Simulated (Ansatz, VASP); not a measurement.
**GaN: VASP beside Ansatz**

```
Ga N
1.0
     3.18315    0.00000    0.00000
    -1.59157    2.75669    0.00000
     0.00000    0.00000    5.28108
Ga N
2 2
Direct
  0.33333 0.66667 0.00044
  0.66667 0.33333 0.50044
  0.33333 0.66667 0.37456
  0.66667 0.33333 0.87456
```

Change from the starting cell: uniaxial_z strain +1.9%.

Alike in both runs: task single point; functional PBE; k mesh 12 × 12 × 6; occupations fermi-dirac, width 0.02 eV; no spin polarisation.

|  | VASP | Ansatz |
| --- | --- | --- |
| version | VASP 6.6.1 | Ansatz 0.2.0 |
| potentials or method | VASP PAW PBE potentials, release 64 (Ga_d, N) | plane waves, PAW |
| plane-wave cutoff (eV) | 520 | 420 |
| valence electrons in the cell | 36 | 36 |

```csv
,VASP,Ansatz,Ansatz less VASP
gap on the k mesh at the Fermi level (eV),1.74,1.74,-0.006
pressure (GPa),2.7,2.6,-0.09
largest component of the traceless stress (GPa),3.56,3.58,+0.014
rms of the force components (eV/Å),0.009,0.009,+0.0009
```

Atom by atom the forces differ by 0.001 eV/Å (rms over components).
